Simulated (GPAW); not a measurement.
# CoO (Pm-3m) in GPAW: convergence with smearing function

Aim: find how far smearing function must go before the results for CoO settle, at LDA. This setting moves, with any that are tied to it; all else stays.

Program: GPAW 26.7.0. These are calculated values, not measurements. Logs are shortened: lines on timing, memory, paths and dates and some standing lists are left out, and cuts for length are marked. The log counts tension as positive stress, the text compression.

**1. The crystal as given**

Symmetry: Pm-3m, No. 221, cubic system. Conventional cell: a = 2.571 Å, b = 2.571 Å, c = 2.571 Å, α = 90.00°, β = 90.00°, γ = 90.00°. Co (site symmetry m-3m) has 8 O at 2.23 Å as nearest neighbours. O (site symmetry m-3m) has 8 Co at 2.23 Å as nearest neighbours.

Measurements of this composition are mostly on another form, of space group No. 225.

**2. With smearing function fermi-dirac**

File run.py:

```python
from ase import Atoms
from ase.dft.bandgap import bandgap
from ase.io import write
from ase.units import GPa
from gpaw import GPAW, PW

atoms = Atoms(['Co', 'O'],
              cell=[[2.57052631, 0.0, 0.0],
                    [0.0, 2.57052631, 0.0],
                    [0.0, 0.0, 2.57052631]],
              scaled_positions=[[0.0, 0.0, 0.0],
                                [0.5, 0.5, 0.5]],
              pbc=True)
atoms.set_initial_magnetic_moments([2.0, 0.0])

calc = GPAW(mode=PW(800),
            xc='LDA',
            kpts={'size': (8, 8, 8), 'gamma': True},
            occupations={'name': 'fermi-dirac', 'width': 0.1},
            nbands=17,
            convergence={'density': 1e-05, 'energy': 1e-05},
            maxiter=100,
            txt='gpaw.txt')
atoms.calc = calc
energy = atoms.get_potential_energy()
forces = atoms.get_forces()
stress = atoms.get_stress()
calc.write('gs.gpw')
write('result.traj', atoms)
print(f'Energy: {energy:.6f} eV')
print('Forces (eV/A):')
print(forces.round(4))
print('Stress (GPa):', (stress / GPa).round(3))
print('Moments:', calc.get_magnetic_moments().round(3))
print('Fermi level:', round(calc.get_fermi_level(), 4), 'eV')
print(f'Gap: {bandgap(calc)[0]:.4f} eV, direct: {bandgap(calc, direct=True)[0]:.4f} eV')
```

Potentials or basis: the program's PAW data sets (release 1.2.1) made for this functional, pw.

Command:

```
$ OMP_NUM_THREADS=1 python run.py
```

gpaw.txt:

```text
__  _  _
 | _ |_)|_||  |
 |__||  | ||/\| - 26.7.0

Input parameters:
  mode=PW(ecut=800.0),
  convergence={'density': 1e-05, 'energy': 1e-05},
  kpts=MonkhorstPack(size=(8, 8, 8), gamma=True),
  maxiter=100,
  nbands=17,
  occupations=Occupations(name='fermi-dirac', width=0.1),
  xc=XC(name='LDA')

Diagonalizing LCAO Hamiltonian
Converting LCAO to pw mode
   .-----.
  /|     |
 * |     |
 | .-O---.
 |/     /
 Co----*

Atoms  # Å, Bohr magnetons
|   | symbol |        x |        y |        z |    initial magnetic moments |
|---|--------|----------|----------|----------|-----------------------------|
| 0 |     Co | 0.000000 | 0.000000 | 0.000000 | ( 0.0000,  0.0000,  2.0000) |
| 1 |      O | 1.285263 | 1.285263 | 1.285263 | ( 0.0000,  0.0000,  0.0000) |

Unit cell  # Å
| periodic |        x |        y |        z |  lengths |    angles |
|----------|----------|----------|----------|----------|-----------|
|      yes | 2.570526 | 0.000000 | 0.000000 | 2.570526 | 90.000000 |
|      yes | 0.000000 | 2.570526 | 0.000000 | 2.570526 | 90.000000 |
|      yes | 0.000000 | 0.000000 | 2.570526 | 2.570526 | 90.000000 |

Number of symmetries: 48
Symmetry operations  # r_c * U_cc + t_c -> r_c
|    | kind |            matrix            |
|----|------|------------------------------|
|  0 |  E   |  1, 0, 0,  0, 1, 0,  0, 0, 1 |
|  1 |  σ   |  1, 0, 0,  0, 1, 0,  0, 0,-1 |
|  2 |  σ   |  1, 0, 0,  0, 0, 1,  0, 1, 0 |
|  3 |  C4  |  1, 0, 0,  0, 0, 1,  0,-1, 0 |
|  4 |  C4  |  1, 0, 0,  0, 0,-1,  0, 1, 0 |
|  5 |  σ   |  1, 0, 0,  0, 0,-1,  0,-1, 0 |
|  6 |  σ   |  1, 0, 0,  0,-1, 0,  0, 0, 1 |
|  7 |  C2  |  1, 0, 0,  0,-1, 0,  0, 0,-1 |
|  8 |  σ   |  0, 1, 0,  1, 0, 0,  0, 0, 1 |
|  9 |  C2  |  0, 1, 0,  1, 0, 0,  0, 0,-1 |
| 10 |  C3  |  0, 1, 0,  0, 0, 1,  1, 0, 0 |
| 11 |  S6  |  0, 1, 0,  0, 0, 1, -1, 0, 0 |
| 12 |  S6  |  0, 1, 0,  0, 0,-1,  1, 0, 0 |
| 13 |  C3  |  0, 1, 0,  0, 0,-1, -1, 0, 0 |
| 14 |  C4  |  0, 1, 0, -1, 0, 0,  0, 0, 1 |
| 15 |  S4  |  0, 1, 0, -1, 0, 0,  0, 0,-1 |
| 16 |  C3  |  0, 0, 1,  1, 0, 0,  0, 1, 0 |
| 17 |  S6  |  0, 0, 1,  1, 0, 0,  0,-1, 0 |
| 18 |  σ   |  0, 0, 1,  0, 1, 0,  1, 0, 0 |
| 19 |  C4  |  0, 0, 1,  0, 1, 0, -1, 0, 0 |
| 20 |  C2  |  0, 0, 1,  0,-1, 0,  1, 0, 0 |
| 21 |  S4  |  0, 0, 1,  0,-1, 0, -1, 0, 0 |
| 22 |  S6  |  0, 0, 1, -1, 0, 0,  0, 1, 0 |
| 23 |  C3  |  0, 0, 1, -1, 0, 0,  0,-1, 0 |
| 24 |  S6  |  0, 0,-1,  1, 0, 0,  0, 1, 0 |
| 25 |  C3  |  0, 0,-1,  1, 0, 0,  0,-1, 0 |
| 26 |  C4  |  0, 0,-1,  0, 1, 0,  1, 0, 0 |
| 27 |  σ   |  0, 0,-1,  0, 1, 0, -1, 0, 0 |
| 28 |  S4  |  0, 0,-1,  0,-1, 0,  1, 0, 0 |
| 29 |  C2  |  0, 0,-1,  0,-1, 0, -1, 0, 0 |
| 30 |  C3  |  0, 0,-1, -1, 0, 0,  0, 1, 0 |
| 31 |  S6  |  0, 0,-1, -1, 0, 0,  0,-1, 0 |
| 32 |  C4  |  0,-1, 0,  1, 0, 0,  0, 0, 1 |
| 33 |  S4  |  0,-1, 0,  1, 0, 0,  0, 0,-1 |
| 34 |  S6  |  0,-1, 0,  0, 0, 1,  1, 0, 0 |
| 35 |  C3  |  0,-1, 0,  0, 0, 1, -1, 0, 0 |
| 36 |  C3  |  0,-1, 0,  0, 0,-1,  1, 0, 0 |
| 37 |  S6  |  0,-1, 0,  0, 0,-1, -1, 0, 0 |
| 38 |  σ   |  0,-1, 0, -1, 0, 0,  0, 0, 1 |
| 39 |  C2  |  0,-1, 0, -1, 0, 0,  0, 0,-1 |
[... 90 lines left out ...]
      lmax: 2
    cutoffs:
      filter: 1.17  # [Å]
      core: 0.83  # [Å]
    projectors
    | kind |    occ | energy [eV] | rcut [Å] |
    |------|--------|-------------|----------|
    |   2s |  2.000 |     -23.752 |    0.688 |
    |   2p |  4.000 |      -9.195 |    0.598 |
    |    s |        |       3.459 |    0.688 |
    |    p |        |      18.016 |    0.598 |
    |    d |        |       0.000 |    0.619 |

    Using partial waves for O as LCAO basis

Reference energy: -39866.174772  # eV

eigensolver:
  PPCG
  Converge bands: occupied
  niter=2

density mixing:
  MSR1-Mixer
  Pratt-step length: 0.05
  Maximum mixing coefficient: 0.75
  Old densities: 10
  SVD Regularization: 0.005
  Good broyden scale: 1.0
  Trust region scale: 1.0
  Backstep threshold: 4.0
  History deletion threshold: 6.0
  Fourier metric: weight=20.0, sigma=0.015

occupation numbers:
  Fermi-Dirac:
    width: 0.1000  # eV

poisson solver:
  ecut: 6400.0  # eV

xc functional:
  name: None

convergence criteria:
- Maximum integral of absolute [dens]ity change: 1e-05 electrons / valence electron
- Maximum [total energy] change in last 3 cyles: 1e-05 eV / valence electron
- Maximum integral of absolute [eigenst]ate change: 4e-08 eV^2 / valence electron
maximum number of iterations: 100

SCF iterations
|iter     | |      energy | eigst |  dens |  magmom |
|---------|-|-------------|-------|-------|---------|
|iter:   1| |  -15.940270 | +0.15 |       |  +2.0014|
|iter:   2| |  -15.809644 | -2.25 | -0.89 |  +2.0384|
|iter:   3| |  -15.638567 | -2.44 | -0.95 |  +2.2062|
|iter:   4| |  -15.670700 | -3.04 | -1.31 |  +2.3374|
|iter:   5| |  -15.687153 | -3.04 | -1.45 |  +2.4908|
|iter:   6| |  -15.712204 | -3.44 | -1.73 |  +2.7174|
|iter:   7| |  -15.715311 | -3.82 | -1.80 |  +2.8416|
|iter:   8| |  -15.716643 | -4.17 | -2.28 |  +2.9237|
|iter:   9| |  -15.716415 | -5.76 | -3.10 |  +2.9084|
|iter:  10| |  -15.716491 | -6.30 | -3.33 |  +2.9166|
|iter:  11| |  -15.716448c| -7.20 | -3.68 |  +2.9132|
|iter:  12| |  -15.716452c| -8.08c| -4.80 |  +2.9136|
|iter:  13| |  -15.716451c| -8.45c| -5.10c|  +2.9135|

Converged in 13 steps
Energy contributions relative to reference atoms: (reference = -39866.174772)

Energy contributions:
  Kinetic:          25.078561
  Coulomb:         -21.228379
  Zero:              0.124096
  External:          0.000000
  Xc:              -19.653440
  Entropy:          -0.074579
  Spinorbit:         0.000000
  ----------------------------
  Free energy:     -15.753740
  Extrapolated:    -15.716451

dipole moment: (-6.897039, -6.897039, -6.897039)  # |e|*Ang

Total magnetic moment: (0.000000, 0.000000, 2.913450)

Local magnetic moments
|        x |        y |        z |
|----------|----------|----------|
| 0.000000 | 0.000000 | 2.395390 |  # Co   0
| 0.000000 | 0.000000 | 0.335546 |  # O    1

Fermi level: 9.922
Eigenvalues  # (at kpt = [0.000, 0.000, 0.000])
| band index |      eig [eV] | occ [0-1] |      eig [eV] | occ [0-1] |
|------------|---------------|-----------|---------------|-----------|
|          0 |       -10.719 |     1.000 |       -10.043 |     1.000 |
|          1 |         5.498 |     1.000 |         7.318 |     1.000 |
|          2 |         5.498 |     1.000 |         7.318 |     1.000 |
|          3 |         6.873 |     1.000 |         7.675 |     1.000 |
|          4 |         6.873 |     1.000 |         7.675 |     1.000 |
|          5 |         6.873 |     1.000 |         7.675 |     1.000 |
|          6 |         7.738 |     1.000 |        10.316 |     0.019 |
|          7 |         7.738 |     1.000 |        10.316 |     0.019 |
|          8 |         7.738 |     1.000 |        10.316 |     0.019 |
|          9 |        10.926 |     0.000 |        11.658 |     0.000 |
|         10 |        25.510 |     0.000 |        26.280 |     0.000 |
|         11 |        25.510 |     0.000 |        26.280 |     0.000 |
|         12 |        30.399 |     0.000 |        31.201 |     0.000 |
|         13 |        30.399 |     0.000 |        31.201 |     0.000 |
|         14 |        30.399 |     0.000 |        31.201 |     0.000 |
|        ... |               |           |               |           |
|         16 |        37.525 |     0.000 |        39.424 |     0.000 |

No gap
No difference between direct/indirect transitions

Forces  # eV/Ang
|        x |        y |        z |
|----------|----------|----------|
|  0.00000 | -0.00000 |  0.00000 |  # Co   0
| -0.00000 | -0.00000 | -0.00000 |  # O    1

Stress tensor  # eV/Ang^3
|        x |        y |        z |
|----------|----------|----------|
| 0.046307 | 0.000000 | 0.000000 |
| 0.000000 | 0.046307 | 0.000000 |
| 0.000000 | 0.000000 | 0.046307 |

# Writing to gs.gpw (mode='')
```

It took 21 s on 1 thread of Arm Neoverse V2, shared host; peak memory 0.15 GiB.

Results:

| Item | Value |
| --- | --- |
| Free energy | -15.7537 eV |
| Pressure | -7.4 GPa |
| Band gap on the k mesh | none (metal or under the smearing width) |
| Net moment | 2.91 μB per cell |
| Site moments | Co +2.40; O +0.34 μB |

**3. With smearing function gaussian**

Edit run.py of step 2 so:

```diff
@@ -18,3 +18,3 @@
             kpts={'size': (8, 8, 8), 'gamma': True},
-            occupations={'name': 'fermi-dirac', 'width': 0.1},
+            occupations={'name': 'methfessel-paxton', 'order': 0, 'width': 0.1},
             nbands=17,
```

Potentials or basis: the program's PAW data sets (release 1.2.1) made for this functional, pw.

Command:

```
$ OMP_NUM_THREADS=1 python run.py
```

Wall time 21 s (1 thread of Arm Neoverse V2, shared host); peak memory 0.15 GiB.

Results (log left out):

```yaml
Free_energy: -15.7231 eV
Pressure: -7.2 GPa
Band_gap_on_the_k_mesh: none (metal or under the smearing width)
Net_moment: 2.97 μB per cell
Site_moments: Co +2.43; O +0.35 μB
```

**4. With smearing function marzari-vanderbilt**

Edit run.py of step 3 so:

```diff
@@ -18,3 +18,3 @@
             kpts={'size': (8, 8, 8), 'gamma': True},
-            occupations={'name': 'methfessel-paxton', 'order': 0, 'width': 0.1},
+            occupations={'name': 'marzari-vanderbilt', 'width': 0.1},
             nbands=17,
```

Command:

```
$ OMP_NUM_THREADS=1 python run.py
```

Run time: 23 s. Hardware: 1 thread of Arm Neoverse V2, shared host; peak memory 0.15 GiB.

The run converged. Its results:

```yaml
Free_energy: -15.7170 eV
Pressure: -7.2 GPa
Band_gap_on_the_k_mesh: none (metal or under the smearing width)
Net_moment: 2.99 μB per cell
Site_moments: Co +2.45; O +0.35 μB
```

**5. With smearing function methfessel-paxton**

Edit run.py of step 4 so:

```diff
@@ -18,3 +18,3 @@
             kpts={'size': (8, 8, 8), 'gamma': True},
-            occupations={'name': 'marzari-vanderbilt', 'width': 0.1},
+            occupations={'name': 'methfessel-paxton', 'width': 0.1, 'order': 1},
             nbands=17,
```

Command:

```
$ OMP_NUM_THREADS=1 python run.py
```

Run time: 20 s. Hardware: 1 thread of Arm Neoverse V2, shared host; peak memory 0.15 GiB.

Results (log left out):

- Free energy: -15.7175 eV
- Pressure: -7.1 GPa
- Band gap on the k mesh: none (metal or under the smearing width)
- Net moment: 2.99 μB per cell
- Site moments: Co +2.45; O +0.35 μB

**6. With smearing function tetrahedron-method**

Edit run.py of step 5 so:

```diff
@@ -18,3 +18,3 @@
             kpts={'size': (8, 8, 8), 'gamma': True},
-            occupations={'name': 'methfessel-paxton', 'width': 0.1, 'order': 1},
+            occupations={'name': 'tetrahedron-method'},
             nbands=17,
```

Potentials or basis: the program's PAW data sets (release 1.2.1) made for this functional, pw.

Command:

```
$ OMP_NUM_THREADS=1 python run.py
```

Wall time 25 s (1 thread of Arm Neoverse V2, shared host); peak memory 0.15 GiB.

The run converged. Its results:

- Free energy: -15.6706 eV
- Pressure: -6.4 GPa
- Band gap on the k mesh: none (metal or under the smearing width)
- Net moment: 3.00 μB per cell
- Site moments: Co +2.45; O +0.35 μB

**7. With smearing function improved-tetrahedron-method**

Edit run.py of step 6 so:

```diff
@@ -18,3 +18,3 @@
             kpts={'size': (8, 8, 8), 'gamma': True},
-            occupations={'name': 'tetrahedron-method'},
+            occupations={'name': 'improved-tetrahedron-method'},
             nbands=17,
```

Command:

```
$ OMP_NUM_THREADS=1 python run.py
```

Wall time 25 s (1 thread of Arm Neoverse V2, shared host); peak memory 0.15 GiB.

The run converged. Its results:

* Free energy: -15.7161 eV
* Pressure: -7.1 GPa
* Band gap on the k mesh: none (metal or under the smearing width)
* Net moment: 3.00 μB per cell
* Site moments: Co +2.45; O +0.36 μB

**8. With smearing function fixed**

Edit run.py of step 7 so:

```diff
@@ -18,3 +18,3 @@
             kpts={'size': (8, 8, 8), 'gamma': True},
-            occupations={'name': 'improved-tetrahedron-method'},
+            occupations={'width': 0.0},
             nbands=17,
```

Command:

```
$ OMP_NUM_THREADS=1 python run.py
```

Run time: 24 s. Hardware: 1 thread of Arm Neoverse V2, shared host; peak memory 0.15 GiB.

Results (log left out):

```yaml
Free_energy: -15.7159 eV
Pressure: -6.9 GPa
Band_gap_on_the_k_mesh: none (metal or under the smearing width)
Net_moment: 3.00 μB per cell
Site_moments: Co +2.45; O +0.35 μB
```

**9. Summary**

| smearing function | energy less the tightest run, at zero smearing (meV/atom) | pressure (GPa) | largest site moment (μB) | SCF cycles | CPU time (s) | peak memory (GiB) |
| --- | --- | --- | --- | --- | --- | --- |
| fermi-dirac | -0.29 | -7.42 | 2.40 | 13 | 21 | 0.15 |
| gaussian | -0.84 | -7.24 | 2.43 | 13 | 21 | 0.15 |
| marzari-vanderbilt | -0.57 | -7.15 | 2.45 | 14 | 23 | 0.15 |
| methfessel-paxton | -0.57 | -7.10 | 2.45 | 12 | 20 | 0.15 |
| tetrahedron-method | 22.61 | -6.41 | 2.45 | 15 | 25 | 0.15 |
| improved-tetrahedron-method | -0.11 | -7.13 | 2.45 | 15 | 25 | 0.15 |
| fixed | 0.00 | -6.94 | 2.45 | 15 | 24 | 0.15 |

Against the tightest run, the energy stays within 1 meV/atom from improved-tetrahedron-method on; the largest site moment stays within 0.02 μB from gaussian on. Not settled before the last step: the pressure (to 0.1 GPa). Narrower smearing needs a denser k mesh, so at a fixed mesh the narrowest width isn't the most accurate. The tightest run that finished is the yardstick and may itself not be fully converged.

Caveats: a cell with one magnetic atom can't hold antiferromagnetic order, which such compounds often take; semilocal functionals often make such compounds metallic where correlation or magnetic order opens a gap, which also shifts bond lengths.
